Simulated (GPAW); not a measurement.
Runs of GPAW 26.7.0 on ZrN. The structure is cubic, space group Fm-3m (No. 225). Conventional cell: a = 4.600 Å, b = 4.600 Å, c = 4.600 Å, α = 90.00°, β = 90.00°, γ = 90.00°. Around Zr (site symmetry m-3m) lie 6 N at 2.30 Å. Around N (site symmetry m-3m) lie 6 Zr at 2.30 Å. 

| task | level | potentials or basis | spin | U | cell | k mesh | smearing | band path | band points | eigensolver | optimizer | fmax | gap on the mesh (eV) | pressure (GPa) |
| --- | --- | --- | --- | --- | --- | --- | --- | --- | --- | --- | --- | --- | --- | --- |
| single point | LDA | the program's PAW data sets (release 1.2.1) made for this functional, pw | off | - | as given | 10 × 10 × 10 | gaussian 0.02 eV | - | - | - | - | - | none | (a) |
| band structure | PBE+U | GPAW PAW data sets (gpaw-data 1.2.1), pw | off | Zr d U = 2 eV | as given | 8 × 8 × 8 | fermi-dirac 0.05 eV | GXWKGLUWLK,UX | 100 | - | - | - | - | 2.5 |
| relaxation of cell and atoms | BLYP+D3(BJ) | PAW data sets generated in the run's folder for this functional, pw | off | - | relaxed to -2 GPa | 10 × 10 × 10 | fermi-dirac 0.05 eV | - | - | davidson | BFGS | 0.05 eV/Å | none | -1.9 |
| band structure | SCAN | GPAW PAW data sets (gpaw-data 1.2.1), pw | SOC, no magnetisation | - | as given | 8 × 8 × 8 | fermi-dirac 0.05 eV | GXWKGLUWLK,UX | 80 | - | - | - | - | (b) |
| single point | PBE | GPAW PAW data sets (gpaw-data 1.2.1), pw | off | - | as given | 10 × 10 × 10 | gaussian 0.03 eV | - | - | - | - | - | none | -2.8 |
| relaxation of cell and atoms | revPBE+D4 | the program's PAW data sets (release 1.2.1) made for this functional, pw | off | - | relaxed | 10 × 10 × 10 | fermi-dirac 0.05 eV | - | - | - | BFGS | 0.01 eV/Å | none | 0.0 |
| single point | RPBE | the program's PAW data sets (release 1.2.1) made for this functional, pw | off | - | as given | 10 × 10 × 10 | gaussian 0.05 eV | - | - | - | - | - | none | 1.4 |

Alike in all rows: cutoff (eV) 800.

Fill in the values left out.

(a) -15.1; (b) -4.5.

Caveats: later steps reuse the first step's grids (some runs); pairwise dispersion overbinds metals, which lowers pressure and volume (some runs); so large a pressure means that the cell lies far from this level's equilibrium, or that cutoff or potentials fall short (some runs); U without spin polarisation on a metal has little footing (some runs); spin-orbit coupling was added after a scalar SCF, so levels and gaps hold it while energy, forces, pressure and moments don't (some runs); this program's spin-orbit splittings come out too wide for heavy elements (some runs); the PAW data sets were made with another functional, which shifts forces and pressure a little (some runs).

A k mesh can miss the band edges, and rows without SOC leave out spin-orbit coupling on Zr.

A gap of «none» marks a metal or a gap under the smearing width.
